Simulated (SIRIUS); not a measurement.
Runs of SIRIUS 7.12.0 on Si2Mo. The structure is tetragonal, space group I4/mmm (No. 139). The conventional cell has a = 3.200 Å, b = 3.200 Å, c = 7.861 Å, α = 90.00°, β = 90.00°, γ = 90.00°. Around Mo (site symmetry 4/mmm) lie 10 Si at 2.62 Å. Si (site symmetry 4mm) is surrounded by 5 Si at 2.61 to 2.63 Å and 5 Mo at 2.62 Å. 

| task | level | potentials or basis | cutoff (eV) | muffin tin radii | basis cutoff (gk_cutoff) | local orbitals (radial functions) | smallest sphere radius times basis cutoff | reference energy of the basis | gap on the mesh (eV) | V0 of scaled cells (Å³/atom) | B0 (GPa) | largest force (eV/Å) |
| --- | --- | --- | --- | --- | --- | --- | --- | --- | --- | --- | --- | --- |
| equation of state | PBEsol | all-electron FP-LAPW, apw+lo standard | 169 | Mo 2.5, Si 2.26 bohr | 3.52 1/bohr | Mo 13, Si 12 | 7.96 | - | - | 13.25 | 222 | - |
| band structure | OLYP | all-electron FP-LAPW, apw+lo lean | 163 | Mo 2.54, Si 2.29 bohr | 3.46 1/bohr | Mo 8, Si 7 | 7.92 | 0.42 Ha | - | - | - | 0.29 |
| equation of state | PBE | all-electron FP-LAPW, apw+lo standard | 169 | Mo 2.5, Si 2.26 bohr | 3.52 1/bohr | Mo 13, Si 12 | 7.96 | - | - | 13.56 | (a) | - |
| single point | PBE | all-electron FP-LAPW, apw+lo standard | 169 | Mo 2.5, Si 2.26 bohr | 3.52 1/bohr | Mo 13, Si 12 | 7.96 | 0.43 Ha | none | - | - | 0.28 |
| single point | PBEsol | all-electron FP-LAPW, apw+lo standard | 169 | Mo 2.5, Si 2.26 bohr | 3.52 1/bohr | Mo 13, Si 12 | 7.96 | 0.43 Ha | none | - | - | (b) |

Alike in all rows: no spin polarisation; cell as given; k mesh 12 × 12 × 12; smearing fermi-dirac 0.05 eV.

Estimate the missing entries.

(a) 208; (b) 0.33.

Caveats: the cell was scaled at fixed shape and fractional positions, which overstates the stiffness of a crystal with free parameters, most of all of layers and chains (some runs); the basis is light, so values aren't converged (some runs).

A k mesh can miss the band edges, and the runs leave out spin-orbit coupling on Mo.

A gap of «none» marks a metal or a gap under the smearing width.

Not every run made on this cell is shown here.
